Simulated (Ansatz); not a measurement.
The geometry is COD entry 1100027, unchecked; take it as a test cell. It is an old determination, and later ones may differ.

An input for SrO and the output that it gave: DFT, LDA, all-electron LAPW, scalar-relativistic (Ansatz 0.2.0).

Command: `ansatz run input.yaml --threads 1 --pin off --max-ram 3072MiB --backend cpu --events-out ev --progress --plain --runs-dir out` The run took 9.1 s on 1 thread of Arm Neoverse V2 (shared host), peak memory 0.28 GiB.

```yaml
crystal:
  lattice:
    - [0.0, 2.5698, 2.5698]
    - [2.5698, 0.0, 2.5698]
    - [2.5698, 2.5698, 0.0]
  atoms:
    - { symbol: Sr, position: [0.0, 0.0, 0.0] }
    - { symbol: O, position: [0.5, 0.5, 0.5] }
kpoints:
  mp_grid: { grid: [8, 8, 8] }
  band_path:
    path:
      - [0.0, 0.0, 0.0]
      - [0.5, 0.0, 0.5]
      - [0.625, 0.25, 0.625]
      - [0.375, 0.375, 0.75]
      - [0.0, 0.0, 0.0]
      - [0.5, 0.5, 0.5]
      - [0.5, 0.25, 0.75]
      - [0.5, 0.0, 0.5]
    npoints: 14
scf:
  occupations: { method: fermi_dirac, width: 0.02 }
hamiltonian:
  xc: lda
  pseudopotentials: { kind: all_electron, lapw: { basis_error: 0.00025 } }
output:
  forces: true
  stress: true
  eigenvalues: true
  populations: true
  dos: { projected: true, de: 0.2, e_range: [-14, 8] }
```

What the program printed:

```
Sr: projections on atomic orbitals take those of the free atom 1s2 2s2 2p6 3s2 3p6 3d10 4s2 4p6 5s2, of charge +0.00 (hamiltonian.pseudopotentials.projection_atoms)
O: projections on atomic orbitals take those of the free atom 1s2 2s2 2p4, of charge +0.00 (hamiltonian.pseudopotentials.projection_atoms)
LAPW: plane waves up to 8.152 Å⁻¹, error target 2.5e-4 eV per atom; small_component_spin mean_spin; O in spheres of 1.245 Å, 6 of its electrons in bands, Dirac shells []; Sr in spheres of 1.325 Å, 28 of its electrons in bands, Dirac shells []
Engine: ansatz 0.2.0
Pseudopotentials: kind: all_electron
Pseudopotential: Sr, LAPW, valence charge 28, Koelling and Harmon's equation, gaussian nucleus
Pseudopotential: O, LAPW, valence charge 6, Koelling and Harmon's equation, gaussian nucleus
Functional definition: SPW92
  exchange = slater_x
  correlation = pw_c
Crystal: 2 atoms, lattice volume = 33.941 Å³
Basis set: ecut = 253.20134011414314 eV, 331 PW (Γ), exchange–correlation at level 2
Bands: 21, of which v1, the nominal top of the filled ones, is band 17 counted from 1 (16 counted from 0)
Symmetry: 48 space group operations
Space group: Fm-3m (ITA 225), of the structure as read, at distance tolerance 3.2e-5 Å
k-points: 29 of 512
Non-local potential: Sr, projectors of the file, none
Non-local potential: O, projectors of the file, none
Initial density: superposition of atomic densities (chi_scale 0.1, normalization cell, long waves kept (reshape's long-wave potential 0.00 eV rms))
Initial wavefunctions: plane waves of lowest kinetic energy (no species holds an atomic orbital)
Functional: x = slater, c = lda
iter 1 solved again at ethr=7.55e-3 eV; its pass at ethr=1.00e-1 eV (dr2=2.57e0 eV) is discarded
SCF iter   1: F=—  HF=-88460.920082 eV  |F-HF|=—  |Δ(HF+E_count)|=         —  Δρ=7.04e-2  dr2=2.57e0  ethr=7.55e-3  ⟨swp⟩=2.0  Hψ=3795  notcnv=0
preconditioner: auto → none  [insulator: Δε(μ)=6.305 eV  Ē_g=17.213 eV  σ=0.020 eV  W_gap=1.00  n_scr=14 (ndim 8)  ℏωp=23.8 eV  f_vac=0.000  D(μ)=0.00/eV (n_scr^D=0)  ε∞_Penn≈2.9]
SCF iter   2: F=—  HF=-88460.341082 eV  |F-HF|=—  |Δ(HF+E_count)|=   5.79e-1  Δρ=4.03e-2  dr2=7.85e-1  ethr=7.55e-3  ⟨swp⟩=3.0  Hψ=1953  notcnv=0
SCF iter   3: F=—  HF=-88458.877628 eV  |F-HF|=—  |Δ(HF+E_count)|=    1.46e0  Δρ=1.87e-2  dr2=1.83e-1  ethr=2.31e-3  ⟨swp⟩=3.0  Hψ=1884  notcnv=0
SCF iter   4: F=—  HF=-88458.907087 eV  |F-HF|=—  |Δ(HF+E_count)|=         —  Δρ=1.72e-2  dr2=1.59e-1  ethr=5.37e-4  ⟨swp⟩=3.0  Hψ=2005  notcnv=0
the basis was enlarged: its passes take 139.4 KiB over the memory plan, 1 of 1 planned eigensolver slots
iter 5 solved again at ethr=4.48e-5 eV; its pass at ethr=4.69e-4 eV (dr2=1.52e-2 eV) is discarded
SCF iter   5: F=—  HF=-88458.825686 eV  |F-HF|=—  |Δ(HF+E_count)|=   8.14e-2  Δρ=5.32e-3  dr2=1.52e-2  ethr=4.48e-5  ⟨swp⟩=2.0  Hψ=2994  notcnv=0
SCF iter   6: F=—  HF=-88458.817047 eV  |F-HF|=—  |Δ(HF+E_count)|=   8.64e-3  Δρ=3.53e-4  dr2=6.97e-5  ethr=4.48e-5  ⟨swp⟩=2.0  Hψ=1853  notcnv=0
SCF iter   7: F=—  HF=-88458.816986 eV  |F-HF|=—  |Δ(HF+E_count)|=   6.10e-5  Δρ=1.17e-4  dr2=7.44e-6  ethr=2.05e-7  ⟨swp⟩=2.7  Hψ=1772  notcnv=0
SCF iter   8: F=-88458.816981 eV  HF=-88458.816981 eV  |F-HF|=9.90e-8  |Δ(HF+E_count)|=   4.55e-6  Δρ=9.89e-6  dr2=5.24e-8  ethr=2.19e-8  ⟨swp⟩=2.1  Hψ=1744  notcnv=0
SCF 1 converged in 8 iterations: F = -88458.816981 eV  dr2 = 5.24e-8
NSCF: frozen V_eff on 99 k-points
SCF converged after 8 iterations
Free energy (F): -88458.816981 eV
Harris-Foulkes:  -88458.816981 eV  (|F-HF|=9.90e-8)
Internal energy: -88458.816981 eV  (E = F + TS)
E sigma→0 (E₀):  -88458.816981 eV
Fermi energy:    10.587030 eV
--- Per-component energies (eV) ---
  E_band       = -3191.508582
  E_kinetic    = 90984.616753
  E_xc         = -2984.145522
  E_electrostatic = -176459.288212  (all electrons and nuclei)
  E_smearing   = -0.000000  (= −TS)
  E_closure    = 0.000000  (closes the sum)
  E_atoms      = -88445.406151  (free atoms, spherical and without spin; not in F)
  Σ components = -88458.816981   (vs F -88458.816981, Δ=0.00e0)
  Basis errors (estimates in eV, not in F): energy 8.1e-5 per atom: plane waves 7.6e-5 (4.1e-5 summed), levels above the bands 3.1e-150, relativity 4.7e-9, radial functions 5.2e-6, core shells 2.8e-8; eigenvalues (radial functions only) 2.0e-6; not estimated: angular momenta, meshes, grids; target (lapw.basis_error) 2.5e-4; muffin-tin radii O 1.245 Å, Sr 1.325 Å
--- Forces (eV/Å), atoms counted from 1 ---
  atom   1  Sr    -0.00000000     0.00000000    -0.00000000
  atom   2  O      0.00000000     0.00000000    -0.00000000
  max |Σ_I F_I| component: 3.12e-31 eV/Å
--- Stress (GPa, compression-positive) ---
       -4.173404       0.000000       0.000000
        0.000000      -4.173404       0.000000
        0.000000       0.000000      -4.173404
  P = ⅓ Tr σ = -4.1734 GPa (-41.734 kbar)
--- Band table (eV; the first three rows and the last of 29) ---
  k-point 0: bands = ["-314.3663", "-237.4031", "-237.4031", "-237.4031", "-109.9721", "-109.9721", "-109.9721", "-109.9674", "-109.9674", "-23.0821", "-5.7424", "-4.7352", "-4.7352", "-4.7352", "9.0073", "9.0073", "9.0073", "12.8287", "15.1760", "15.1760", "15.1760"]
  k-point 1: bands = ["-314.3663", "-237.4031", "-237.4031", "-237.4031", "-109.9721", "-109.9721", "-109.9721", "-109.9674", "-109.9674", "-23.0613", "-6.1428", "-4.7480", "-4.7480", "-4.3851", "8.5382", "8.8110", "8.8110", "13.5399", "15.0023", "15.4839", "15.4839"]
  k-point 2: bands = ["-314.3663", "-237.4031", "-237.4031", "-237.4031", "-109.9721", "-109.9721", "-109.9721", "-109.9674", "-109.9674", "-23.0106", "-6.7458", "-4.7786", "-4.7786", "-3.9040", "7.6947", "8.3872", "8.3872", "14.9066", "15.0923", "16.3243", "16.3243"]
  k-point 28: bands = ["-314.3663", "-237.4031", "-237.4031", "-237.4031", "-109.9721", "-109.9721", "-109.9721", "-109.9674", "-109.9674", "-22.8939", "-6.4653", "-5.4459", "-5.4459", "-4.1042", "7.8720", "8.5895", "8.5895", "14.9368", "14.9368", "17.6819", "20.2563"]
--- Löwdin populations: 2 sites ---
  site symbol       q [e]
     0     Sr     36.3661
     1      O      9.3214
  spilling = 0.006794 (of n_electrons = 46.000000)
```
